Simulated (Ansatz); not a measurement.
# HfO₂: two normal modes frozen in

Aim: map the energy of HfO2 (Fm-3m, No. 225; 6 atoms in the cell) over two coordinates, and find its wells, ridges and stiffness.

Computed with Ansatz 0.2.0 (DFT PBEsol, scalar-relativistic, plane waves, PAW, unless a step's input says otherwise).

10 further runs of the same task are left out: 1 that didn't finish, 9 set aside as unsound or not needed.

## Step 1: The structure to begin with

Symmetry: Fm-3m, No. 225, cubic system. Conventional cell: a = 5.044 Å, b = 5.044 Å, c = 5.044 Å, α = 90.00°, β = 90.00°, γ = 90.00°. Hf (site symmetry m-3m) has 8 O at 2.18 Å as nearest neighbours. Around O (site symmetry -43m) lie 4 Hf at 2.18 Å.

Structure file:

```
Hf O
1.0
     0.00000    2.52207    2.52207
     2.52207    0.00000    2.52207
     2.52207    2.52207    0.00000
Hf O
1 2
Direct
  0.00000 0.00000 0.00000
  0.25000 0.25000 0.25000
  0.75000 0.75000 0.75000
```

This cell was relaxed beforehand with the same method: volume 10.69 Å³/atom, gap on the mesh 3.69 eV.

## Step 5: Plan of the scan

The energy is mapped over two normal modes frozen in (zone-centre modes of the cell shown, which folds in the wave vector (0, 1/2, 1/2) of the primitive cell).

First coordinate, amplitude of mode 1 (219i cm⁻¹), largest displacement: 11 values from −0.404 Å. Second coordinate, amplitude of mode 5 (97 cm⁻¹), largest displacement: 11 values from −0.121 Å.

Nothing else is relaxed (the cell and all other modes fixed). Energies count from the relaxed high-symmetry cell. Points are written as (first, second).

The patterns, per unit of each coordinate (Å):

```
atom      x1     y1     z1     x2      y2      z2
 Hf1   0.000  0.000  0.000  0.000   1.000   0.000
 Hf2   0.000  0.000  0.000  0.000  -1.000   0.000
  O3   1.000  0.000  0.000  0.000   0.000  -0.040
  O4  -1.000  0.000  0.000  0.000   0.000   0.040
  O5   1.000  0.000  0.000  0.000   0.000  -0.040
  O6  -1.000  0.000  0.000  0.000   0.000   0.040
```

(The set-up runs are not shown.)

## Step 6: The run at (−0.404 Å, −0.024 Å)

input.yaml reads:

```yaml
crystal:
  lattice:
    - [0.0, -2.5220673945, -2.5220673945]
    - [0.0, 2.5220673945, -2.5220673945]
    - [5.044134789, 0.0, 0.0]
  atoms:
    - { symbol: Hf, position: [0.0047976513, -0.0047976513, 0.0] }
    - { symbol: Hf, position: [0.4952023487, 0.5047976513, 0.5] }
    - { symbol: O, position: [-0.0001908559, 0.4998091441, 0.6699069777] }
    - { symbol: O, position: [0.5001908559, 0.0001908559, 0.3300930223] }
    - { symbol: O, position: [-0.0001908559, 0.4998091441, 0.1699069777] }
    - { symbol: O, position: [0.5001908559, 0.0001908559, 0.8300930223] }
basis:
  ecutwfc: 520.0
kpoints:
  mp_grid: { grid: [6, 6, 6] }
hamiltonian:
  xc: pbesol
  pseudopotentials: { kind: paw, azcp: { folder: soft_1 } }
scf:
  occupations: { method: gaussian, width: 0.05 }
output:
  forces: true
  stress: true
  eigenvalues: true
```

The run is started by

```console
> ansatz run input.yaml --threads 2 --pin off --max-ram 4096MiB --backend cpu --events-out ev --progress --plain --runs-dir out
```

Further runs follow: the other points that were computed.

Before running it: what results should come out? Wanted: lowest point; highest computed point; modes; largest force on an atom.

The runs gave:

| quantity | value |
| --- | --- |
| lowest point | (−0.242 Å, 0.000 Å), −0.106 eV |
| highest computed point | (−0.404 Å, −0.121 Å), 0.717 eV above the lowest |
| modes | 18 from 219i to 692 cm⁻¹ |
| largest force on an atom (eV/Å) | 0.00 at (0.000 Å, 0.000 Å) to 2.25 at (−0.404 Å, −0.121 Å); 0.14 at the lowest point |
| time for all points | 12 min on 2 threads, shared host |

1 mode is unstable at this geometry, the strongest at 219i cm⁻¹. The lowest computed point is at (−0.242 Å, 0.000 Å), −0.106 eV from the relaxed high-symmetry cell; the map holds 2 wells of about this depth. No other kind of well shows on this grid. Relaxing all atoms from the lowest point lowers the energy by a further 0.008 eV. The highest computed point, (−0.404 Å, −0.121 Å), lies 0.717 eV above the lowest. On the interpolated surface the easiest way out of the lowest well to a well of the same energy at (0.242 Å, 0.000 Å) passes a barrier of about 0.12 eV. Round the minimum the two coordinates are nearly uncoupled. The reference is no minimum along the unstable mode, and wells on the map were not tested along the other modes. Spin-orbit coupling is left out, which matters for the bands of Hf.
